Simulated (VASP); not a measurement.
# C (C2/m) in VASP: further runs

One crystal, C, is run at these levels: LDA, PBE, PBEsol, RPBE; tasks: band structure.

Everything below comes from runs of VASP 6.6.1. Logs are shortened: lines on timing, memory, paths and dates and some standing lists are left out, and cuts for length are marked.

**1. The crystal as given**

The structure is monoclinic, space group C2/m (No. 12). Conventional cell: a = 4.255 Å, b = 2.457 Å, c = 3.765 Å, α = 90.00°, β = 111.49°, γ = 90.00°. Around C (site symmetry m) lie 3 C at 1.42 Å.

This is a stacking variant of graphite.

**2. Band structure, LDA**

POSCAR

```
C
1.0
    2.1273203072     -1.2282824400      0.0000000000
    2.1273203072      1.2282824400      0.0000000000
   -1.3790696309      0.0000000000      3.5028300786
C
2
Direct
    0.1666444700      0.1666444700      0.9999069600
    0.8333555300      0.8333555300      0.0000930400
```

INCAR.step1

```
SYSTEM = C
PREC = Accurate ; ENCUT = 520
EDIFF = 1E-6 ; ISMEAR = -1
SIGMA = 0.05 ; LREAL = .False.
LASPH = .True. ; NELM = 80
ALGO = Normal ; ISIF = 2
LWAVE = .False. ; LCHARG = .True.
NBANDS = 11
```

KPOINTS.step1

```
regular mesh
0
Gamma
  13 13 8
  0 0 0
```

INCAR.step2

```
SYSTEM = C
PREC = Accurate ; ENCUT = 520
EDIFF = 1E-6 ; ISMEAR = 0
SIGMA = 0.05 ; LREAL = .False.
LASPH = .True. ; NELM = 80
ALGO = Normal ; ISIF = 2
LWAVE = .False. ; LCHARG = .False.
NBANDS = 11 ; ICHARG = 11
```

KPOINTS.step2

```
path GYFLI,I1ZF1,YX1,XGN,MG
15
line-mode
reciprocal
 0.0000000000  0.0000000000  0.0000000000  G
 0.5000000000  0.5000000000 -1.0000000000  Y

 0.5000000000  0.5000000000 -1.0000000000  Y
 0.4123194886  0.4123194886 -1.1190266490  F

 0.4123194886  0.4123194886 -1.1190266490  F
 0.5000000000  0.5000000000 -0.5000000000  L

 0.5000000000  0.5000000000 -0.5000000000  L
 0.6935932999  0.3064067001 -0.5000000000  I

 0.3064067001 -0.3064067001  0.5000000000  I1
 0.0000000000  0.0000000000  0.5000000000  Z

 0.0000000000  0.0000000000  0.5000000000  Z
 0.5876805114  0.5876805114  0.1190266490  F1

 0.5000000000  0.5000000000 -1.0000000000  Y
 0.6104897536  0.3895102464 -1.0000000000  X1

 0.3895102464 -0.3895102464  0.0000000000  X
 0.0000000000  0.0000000000  0.0000000000  G

 0.0000000000  0.0000000000  0.0000000000  G
 0.5000000000  0.0000000000 -0.5000000000  N

 0.5000000000  0.0000000000  0.0000000000  M
 0.0000000000  0.0000000000  0.0000000000  G
```

Potentials or basis: VASP PAW LDA potentials, release 64 (C).

Started as:

```console
$ cat potpaw_LDA.64/C/POTCAR > POTCAR
$ cp INCAR.step1 INCAR
$ cp KPOINTS.step1 KPOINTS
$ mpirun -np 1 vasp_std > vasp.out
$ cp INCAR.step2 INCAR
$ cp KPOINTS.step2 KPOINTS
$ mpirun -np 1 vasp_std > vasp.out
```

OUTCAR:

```text
SYSTEM = C
   PREC = Accurate
   ENCUT = 520
   EDIFF = 1E-6
   ISMEAR = 0
   LREAL = .False.
   LASPH = .True.
   NELM = 80
   ISIF = 2
   ICHARG = 11

 ion  position               nearest neighbor table
   1  0.167  0.167  1.000-   2 1.42   2 1.42   2 1.42
   2  0.833  0.833  0.000-   1 1.42   1 1.42   1 1.42

  LATTYP: Found a base centered monoclinic cell.
 ALAT       =     4.2546406144
 B/A-ratio  =     0.5773848141
 C/A-ratio  =     0.8848045598
 COS(beta)  =    -0.3663329314

  Lattice vectors:

 A1 = (   2.1273203072,  -1.2282824400,   0.0000000000)
 A2 = (   2.1273203072,   1.2282824400,   0.0000000000)
 A3 = (  -1.3790696309,   0.0000000000,   3.5028300786)

Analysis of symmetry for initial positions (statically):
=====================================================================
 Subroutine PRICEL returns:
 Original cell was already a primitive cell.

 Routine SETGRP: Setting up the symmetry group for a
 base centered monoclinic supercell.

 Subroutine GETGRP returns: Found  4 space group operations
 (whereof  4 operations were pure point group operations)
 out of a pool of  4 trial point group operations.

The static configuration has the point symmetry C_2h.

Analysis of symmetry for dynamics (positions and initial velocities):
=====================================================================
 Subroutine PRICEL returns:
 Original cell was already a primitive cell.

 Routine SETGRP: Setting up the symmetry group for a
 base centered monoclinic supercell.

 Subroutine GETGRP returns: Found  4 space group operations
 (whereof  4 operations were pure point group operations)
 out of a pool of  4 trial point group operations.

The dynamic configuration has the point symmetry C_2h.

 Subroutine INISYM returns: Found  4 space group operations
 (whereof  4 operations are pure point group operations),
 and found     1 'primitive' translations

----------------------------------------------------------------------------------------

                                     Primitive cell

  volume of cell :      18.3054

  direct lattice vectors                    reciprocal lattice vectors
     2.127320307 -1.228282440  0.000000000     0.235037478 -0.407072497  0.092534619
     2.127320307  1.228282440  0.000000000     0.235037478  0.407072497  0.092534619
    -1.379069631  0.000000000  3.502830079     0.000000000  0.000000000  0.285483446

  length of vectors
     2.456454649  2.456454649  3.764525416     0.479075453  0.479075453  0.285483446

  position of ions in fractional coordinates (direct lattice)
     0.166644470  0.166644470  0.999906960
     0.833355530  0.833355530  0.000093040

  ion indices of the primitive-cell ions
   primitive index   ion index
                 1           1
                 2           2

----------------------------------------------------------------------------------------

 KPOINTS: path GYFLI,I1ZF1,YX1,XGN,MG

Interpolating k-points between supplied coordinates.

 Line segments in fractional coordinates (reciprocal lattice):
    0.000000  0.000000  0.000000  ...  0.500000  0.500000 -1.000000
    0.500000  0.500000 -1.000000  ...  0.412319  0.412319 -1.119027
    0.412319  0.412319 -1.119027  ...  0.500000  0.500000 -0.500000
    0.500000  0.500000 -0.500000  ...  0.693593  0.306407 -0.500000
    0.306407 -0.306407  0.500000  ...  0.000000  0.000000  0.500000
    0.000000  0.000000  0.500000  ...  0.587681  0.587681  0.119027
    0.500000  0.500000 -1.000000  ...  0.610490  0.389510 -1.000000
    0.389510 -0.389510  0.000000  ...  0.000000  0.000000  0.000000
    0.000000  0.000000  0.000000  ...  0.500000  0.000000 -0.500000
    0.500000  0.000000  0.000000  ...  0.000000  0.000000  0.000000

 Generated    15 points on each line segment, for a total of    150 k-points:

 Following reciprocal coordinates:
            Coordinates               Weight
  0.000000  0.000000  0.000000      0.006667
  0.035714  0.035714 -0.071429      0.006667
  0.071429  0.071429 -0.142857      0.006667
  0.107143  0.107143 -0.214286      0.006667
[... 51 lines left out ...]
      8      15.2379      0.00000
      9      17.5723      0.00000
     10      26.9694      0.00000
     11      27.2292      0.00000

 k-point     4 :       0.1071    0.1071   -0.2143
  band No.  band energies     occupation
      1     -14.9264      2.00000
      2      -2.6496      2.00000
      3       0.2096      2.00000
      4       0.6995      2.00000
      5       8.9304      0.00000
      6      12.7260      0.00000
      7      13.7353      0.00000
      8      14.7622      0.00000
      9      17.8068      0.00000
     10      26.2162      0.00000
     11      27.5250      0.00000

 k-point     5 :       0.1429    0.1429   -0.2857
  band No.  band energies     occupation
      1     -14.6865      2.00000
      2      -2.6319      2.00000
      3      -0.4964      2.00000
      4       0.3528      2.00000
      5       9.7846      0.00000
      6      12.7388      0.00000
      7      14.1538      0.00000
      8      14.5302      0.00000
      9      18.1295      0.00000
     10      25.3107      0.00000
     11      27.9173      0.00000
[... 211 lines left out ...]
 k-point    21 :       0.4687    0.4687   -1.0425
  band No.  band energies     occupation
      1     -10.1627      2.00000
      2      -8.5086      2.00000
      3      -2.1682      2.00000
      4       1.5524      2.00000
      5       5.7263      0.00000
      6      11.6899      0.00000
      7      15.9532      0.00000
      8      18.7064      0.00000
      9      23.2456      0.00000
     10      24.0188      0.00000
     11      26.6452      0.00000

 k-point    22 :       0.4624    0.4624   -1.0510
  band No.  band energies     occupation
      1     -10.2820      2.00000
      2      -8.3778      2.00000
      3      -2.1574      2.00000
      4       1.5293      2.00000
      5       5.7950      0.00000
      6      11.6995      0.00000
      7      15.6949      0.00000
      8      18.8416      0.00000
      9      23.2536      0.00000
     10      23.9438      0.00000
     11      26.6513      0.00000

 k-point    23 :       0.4562    0.4562   -1.0595
  band No.  band energies     occupation
      1     -10.4041      2.00000
      2      -8.2420      2.00000
      3      -2.1446      2.00000
      4       1.5026      2.00000
      5       5.8751      0.00000
      6      11.7108      0.00000
      7      15.4272      0.00000
      8      18.9688      0.00000
      9      23.2547      0.00000
     10      23.8563      0.00000
     11      26.7365      0.00000

 k-point    24 :       0.4499    0.4499   -1.0680
  band No.  band energies     occupation
      1     -10.5276      2.00000
      2      -8.1025      2.00000
      3      -2.1299      2.00000
      4       1.4724      2.00000
      5       5.9661      0.00000
      6      11.7235      0.00000
      7      15.1539      0.00000
      8      19.0868      0.00000
      9      23.2472      0.00000
     10      23.7576      0.00000
     11      26.7148      0.00000

 [... further k-points ...]

------------------------ aborting loop because EDIFF is reached ----------------------------------------

  FORCE on cell =-STRESS in cart. coord.  units (eV):
  Direction    XX          YY          ZZ          XY          YZ          ZX
  --------------------------------------------------------------------------------------
  -------------------------------------------------------------------------------------
  Total        6.0826147     -4.4618619      1.1461178      0.0000000      0.0000000     -0.4871616
  in kB      532.3787314   -390.5229055    100.3135599      0.0000000      0.0000000    -42.6386506
  external PRESSURE =      80.7231286 kB  Pullay stress =       0.0000000 kB

 VOLUME and BASIS-vectors are now :
 -----------------------------------------------------------------------------
  energy-cutoff  :      520.00
  volume of cell :       18.31
      direct lattice vectors                 reciprocal lattice vectors
     2.127320307 -1.228282440  0.000000000     0.235037478 -0.407072497  0.092534619
     2.127320307  1.228282440  0.000000000     0.235037478  0.407072497  0.092534619
    -1.379069631  0.000000000  3.502830079     0.000000000  0.000000000  0.285483446

 POSITION                                       TOTAL-FORCE (eV/Angst)
 -----------------------------------------------------------------------------------
     -0.66993      0.00000      3.50250         6.819693      0.000000     -0.178177
      3.54550      0.00000      0.00033        -6.819693      0.000000      0.178177
 -----------------------------------------------------------------------------------
    total drift:                               -0.000000     -0.000000      0.000000

  FREE ENERGIE OF THE ION-ELECTRON SYSTEM (eV)
  ---------------------------------------------------
  free  energy   TOTEN  =       -19.1379734289 eV

  energy  without entropy=      -19.1379734128  energy(sigma->0) =      -19.13797342
```

Wall time 24 s (1 thread of Intel Xeon 6975P-C (Granite Rapids), shared host); peak memory 0.15 GiB.

What came out:

| Quantity | Value |
| --- | --- |
| Band gap along the path | 0.32 eV, direct |

Levels at the corners of the path, in eV from the valence-band top:
| point | band 2 | band 3 | band 4 | band 5 | band 6 | band 7 |
| --- | --- | --- | --- | --- | --- | --- |
| Γ | -6.69 | -2.86 | -2.86 | 3.64 | 8.52 | 8.52 |
| Y | -13.02 | -6.29 | -2.49 | 1.47 | 7.57 | 12.68 |
| Y | -13.02 | -6.29 | -2.49 | 1.47 | 7.57 | 12.68 |
| F | -11.32 | -6.10 | -2.87 | 2.61 | 7.73 | 9.43 |
| F | -11.32 | -6.10 | -2.87 | 2.61 | 7.73 | 9.43 |
| L | -13.08 | -6.25 | -1.97 | 2.02 | 7.88 | 11.52 |
| L | -13.08 | -6.25 | -1.97 | 2.02 | 7.88 | 11.52 |
| I | -11.71 | -10.23 | -1.08 | 1.19 | 10.35 | 13.17 |
| I1 | -11.71 | -10.23 | -1.08 | 1.19 | 10.35 | 13.17 |
| Z | -8.34 | -2.87 | -2.87 | 8.48 | 8.49 | 9.23 |
| Z | -8.34 | -2.87 | -2.87 | 8.48 | 8.49 | 9.23 |
| F1 | -11.32 | -6.10 | -2.87 | 2.61 | 7.73 | 9.43 |
| Y | -13.02 | -6.29 | -2.49 | 1.47 | 7.57 | 12.68 |
| X1 | -12.33 | -9.12 | -1.43 | 1.26 | 10.98 | 11.28 |
| X | -12.33 | -9.12 | -1.43 | 1.26 | 10.98 | 11.28 |
| Γ | -6.69 | -2.86 | -2.86 | 3.64 | 8.52 | 8.52 |
| Γ | -6.69 | -2.86 | -2.86 | 3.64 | 8.52 | 8.52 |
| N | -13.02 | -6.29 | -2.53 | 1.42 | 7.58 | 12.77 |
| M | -13.09 | -6.25 | -1.92 | 2.08 | 7.88 | 11.43 |
| Γ | -6.69 | -2.86 | -2.86 | 3.64 | 8.52 | 8.52 |

Caveat: the log is that of the step along the path at fixed density, whose energy, stress, charges and moments have no meaning.

**3. Band structure, PBE**

POSCAR is that of step 2.

INCAR.step1: that of step 2 with these lines changed.

```diff
@@ -7,2 +7,2 @@
 LWAVE = .False. ; LCHARG = .True.
-NBANDS = 11
+GGA = PE ; NBANDS = 11
```

KPOINTS.step1 is that of step 2.

INCAR.step2: that of step 2 with these lines changed.

```diff
@@ -7,2 +7,3 @@
 LWAVE = .False. ; LCHARG = .False.
-NBANDS = 11 ; ICHARG = 11
+GGA = PE ; NBANDS = 11
+ICHARG = 11
```

KPOINTS.step2 is that of step 2.

Potentials or basis: VASP PAW PBE potentials, release 64 (C).

Started as:

```console
$ cat potpaw_PBE.64/C/POTCAR > POTCAR
$ cp INCAR.step1 INCAR
$ cp KPOINTS.step1 KPOINTS
$ mpirun -np 1 vasp_std > vasp.out
$ cp INCAR.step2 INCAR
$ cp KPOINTS.step2 KPOINTS
$ mpirun -np 1 vasp_std > vasp.out
```

It took 24 s on 1 thread of Intel Xeon 6975P-C (Granite Rapids), shared host; peak memory 0.16 GiB.

It converged, with:

| Property | Result |
| --- | --- |
| Band gap along the path | 0.34 eV, direct |

Levels at the corners of the path, in eV from the valence-band top:
```
point  band 1  band 2  band 3  band 4  band 5  band 6  band 7  band 8  band 9
    Γ  -19.55   -6.70   -2.86   -2.86    4.07    8.57    8.57   11.66   13.00
    Y  -14.11  -13.11   -6.30   -2.47    1.56    7.51   13.08   14.54   19.30
    Y  -14.11  -13.11   -6.30   -2.47    1.56    7.51   13.08   14.54   19.30
    F  -15.56  -11.45   -6.11   -2.87    2.69    7.67    9.86   15.94   19.02
    F  -15.56  -11.45   -6.11   -2.87    2.69    7.67    9.86   15.94   19.02
    L  -14.18  -13.17   -6.26   -1.98    2.08    7.79   11.89   12.47   18.33
    L  -14.18  -13.17   -6.26   -1.98    2.08    7.79   11.89   12.47   18.33
    I  -13.16  -11.90  -10.21   -1.05    1.19   10.72   13.46   13.59   17.05
   I1  -13.16  -11.90  -10.21   -1.05    1.19   10.72   13.46   13.59   17.05
    Z  -19.34   -8.26   -2.87   -2.87    8.54    8.54    9.69   11.81   12.85
    Z  -19.34   -8.26   -2.87   -2.87    8.54    8.54    9.69   11.81   12.85
   F1  -15.56  -11.45   -6.11   -2.87    2.69    7.67    9.86   15.94   19.02
    Y  -14.11  -13.11   -6.30   -2.47    1.56    7.51   13.08   14.54   19.30
   X1  -13.37  -12.45   -9.15   -1.41    1.30   11.34   11.35   15.20   16.20
    X  -13.37  -12.45   -9.15   -1.41    1.30   11.34   11.35   15.20   16.20
    Γ  -19.55   -6.70   -2.86   -2.86    4.07    8.57    8.57   11.66   13.00
    Γ  -19.55   -6.70   -2.86   -2.86    4.07    8.57    8.57   11.66   13.00
    N  -14.11  -13.11   -6.30   -2.51    1.52    7.51   13.17   14.77   19.32
    M  -14.19  -13.17   -6.26   -1.93    2.13    7.79   11.80   12.32   18.28
    Γ  -19.55   -6.70   -2.86   -2.86    4.07    8.57    8.57   11.66   13.00
```

Caveat: the log is that of the step along the path at fixed density, whose energy, stress, charges and moments have no meaning; this functional lacks dispersion, which binds the layers, so the pressure and a relaxed spacing across them are unreliable.

**4. Band structure, PBEsol**

POSCAR is that of step 3.

INCAR.step1: that of step 3 with these lines changed.

```diff
@@ -7,2 +7,2 @@
 LWAVE = .False. ; LCHARG = .True.
-GGA = PE ; NBANDS = 11
+GGA = PS ; NBANDS = 11
```

KPOINTS.step1 is that of step 3.

INCAR.step2: that of step 3 with these lines changed.

```diff
@@ -7,3 +7,3 @@
 LWAVE = .False. ; LCHARG = .False.
-GGA = PE ; NBANDS = 11
+GGA = PS ; NBANDS = 11
 ICHARG = 11
```

KPOINTS.step2 is that of step 3.

Started as:

```console
$ cat potpaw_PBE.64/C/POTCAR > POTCAR
$ cp INCAR.step1 INCAR
$ cp KPOINTS.step1 KPOINTS
$ mpirun -np 1 vasp_std > vasp.out
$ cp INCAR.step2 INCAR
$ cp KPOINTS.step2 KPOINTS
$ mpirun -np 1 vasp_std > vasp.out
```

Run time: 25 s. Hardware: 1 thread of Intel Xeon 6975P-C (Granite Rapids), shared host; peak memory 0.16 GiB.

It converged, with:

```yaml
Band_gap_along_the_path: 0.33 eV, direct
```

Levels at the corners of the path, in eV from the valence-band top:
| point | band 1 | band 2 | band 3 | band 4 | band 5 | band 6 | band 7 | band 8 |
| --- | --- | --- | --- | --- | --- | --- | --- | --- |
| Γ | -19.52 | -6.72 | -2.83 | -2.82 | 3.84 | 8.54 | 8.55 | 11.68 |
| Y | -14.04 | -13.12 | -6.28 | -2.49 | 1.51 | 7.47 | 12.90 | 14.33 |
| Y | -14.04 | -13.12 | -6.28 | -2.49 | 1.51 | 7.47 | 12.90 | 14.33 |
| F | -15.52 | -11.42 | -6.09 | -2.88 | 2.65 | 7.64 | 9.64 | 15.73 |
| F | -15.52 | -11.42 | -6.09 | -2.88 | 2.65 | 7.64 | 9.64 | 15.73 |
| L | -14.11 | -13.17 | -6.25 | -1.98 | 2.05 | 7.77 | 11.71 | 12.22 |
| L | -14.11 | -13.17 | -6.25 | -1.98 | 2.05 | 7.77 | 11.71 | 12.22 |
| I | -13.10 | -11.85 | -10.25 | -1.07 | 1.20 | 10.50 | 13.32 | 13.55 |
| I1 | -13.10 | -11.85 | -10.25 | -1.07 | 1.20 | 10.50 | 13.32 | 13.55 |
| Z | -19.30 | -8.33 | -2.84 | -2.84 | 8.51 | 8.51 | 9.48 | 11.83 |
| Z | -19.30 | -8.33 | -2.84 | -2.84 | 8.51 | 8.51 | 9.48 | 11.83 |
| F1 | -15.52 | -11.42 | -6.09 | -2.88 | 2.65 | 7.64 | 9.64 | 15.73 |
| Y | -14.04 | -13.12 | -6.28 | -2.49 | 1.51 | 7.47 | 12.90 | 14.33 |
| X1 | -13.31 | -12.43 | -9.15 | -1.42 | 1.28 | 11.13 | 11.30 | 14.99 |
| X | -13.31 | -12.43 | -9.15 | -1.42 | 1.28 | 11.13 | 11.30 | 14.99 |
| Γ | -19.52 | -6.72 | -2.83 | -2.82 | 3.84 | 8.54 | 8.55 | 11.68 |
| Γ | -19.52 | -6.72 | -2.83 | -2.82 | 3.84 | 8.54 | 8.55 | 11.68 |
| N | -14.04 | -13.11 | -6.28 | -2.53 | 1.46 | 7.48 | 12.98 | 14.55 |
| M | -14.12 | -13.18 | -6.25 | -1.93 | 2.10 | 7.77 | 11.62 | 12.07 |
| Γ | -19.52 | -6.72 | -2.83 | -2.82 | 3.84 | 8.54 | 8.55 | 11.68 |

Caveat: the log is that of the step along the path at fixed density, whose energy, stress, charges and moments have no meaning; the PAW data sets were made with another functional, which shifts forces and pressure a little; this functional lacks dispersion, which binds the layers, so the pressure and a relaxed spacing across them are unreliable.

**5. Band structure, RPBE**

POSCAR is that of step 4.

INCAR.step1: that of step 4 with these lines changed.

```diff
@@ -7,2 +7,2 @@
 LWAVE = .False. ; LCHARG = .True.
-GGA = PS ; NBANDS = 11
+GGA = RP ; NBANDS = 11
```

KPOINTS.step1 is that of step 4.

INCAR.step2: that of step 4 with these lines changed.

```diff
@@ -7,3 +7,3 @@
 LWAVE = .False. ; LCHARG = .False.
-GGA = PS ; NBANDS = 11
+GGA = RP ; NBANDS = 11
 ICHARG = 11
```

KPOINTS.step2 is that of step 4.

Started as:

```console
$ cat potpaw_PBE.64/C/POTCAR > POTCAR
$ cp INCAR.step1 INCAR
$ cp KPOINTS.step1 KPOINTS
$ mpirun -np 1 vasp_std > vasp.out
$ cp INCAR.step2 INCAR
$ cp KPOINTS.step2 KPOINTS
$ mpirun -np 1 vasp_std > vasp.out
```

Run time: 28 s. Hardware: 1 thread of Intel Xeon 6975P-C (Granite Rapids), shared host; peak memory 0.16 GiB.

The run converged. Its results:

```
Band gap along the path : 0.35 eV, direct
```

Levels at the corners of the path, in eV from the valence-band top:
```
point  band 1  band 2  band 3  band 4  band 5  band 6  band 7  band 8
    Γ  -19.62   -6.71   -2.84   -2.84    4.40    8.59    8.59   11.73
    Y  -14.20  -13.14   -6.29   -2.46    1.62    7.49   13.38   14.89
    Y  -14.20  -13.14   -6.29   -2.46    1.62    7.49   13.38   14.89
    F  -15.63  -11.49   -6.10   -2.87    2.74    7.65   10.18   16.23
    F  -15.63  -11.49   -6.10   -2.87    2.74    7.65   10.18   16.23
    L  -14.26  -13.20   -6.25   -1.98    2.10    7.76   12.17   12.83
    L  -14.26  -13.20   -6.25   -1.98    2.10    7.76   12.17   12.83
    I  -13.23  -11.97  -10.20   -1.03    1.20   10.96   13.63   13.68
   I1  -13.23  -11.97  -10.20   -1.03    1.20   10.96   13.63   13.68
    Z  -19.42   -8.22   -2.85   -2.85    8.55    8.56   10.07   11.87
    Z  -19.42   -8.22   -2.85   -2.85    8.55    8.56   10.07   11.87
   F1  -15.63  -11.49   -6.10   -2.87    2.74    7.65   10.18   16.23
    Y  -14.20  -13.14   -6.29   -2.46    1.62    7.49   13.38   14.89
   X1  -13.45  -12.49   -9.15   -1.40    1.33   11.40   11.58   15.51
    X  -13.45  -12.49   -9.15   -1.40    1.33   11.40   11.58   15.51
    Γ  -19.62   -6.71   -2.84   -2.84    4.40    8.59    8.59   11.73
    Γ  -19.62   -6.71   -2.84   -2.84    4.40    8.59    8.59   11.73
    N  -14.19  -13.14   -6.29   -2.50    1.57    7.49   13.47   15.11
    M  -14.27  -13.20   -6.25   -1.94    2.16    7.76   12.07   12.69
    Γ  -19.62   -6.71   -2.84   -2.84    4.40    8.59    8.59   11.73
```

Caveat: the log is that of the step along the path at fixed density, whose energy, stress, charges and moments have no meaning; the PAW data sets were made with another functional, which shifts forces and pressure a little; this functional lacks dispersion, which binds the layers, so the pressure and a relaxed spacing across them are unreliable.
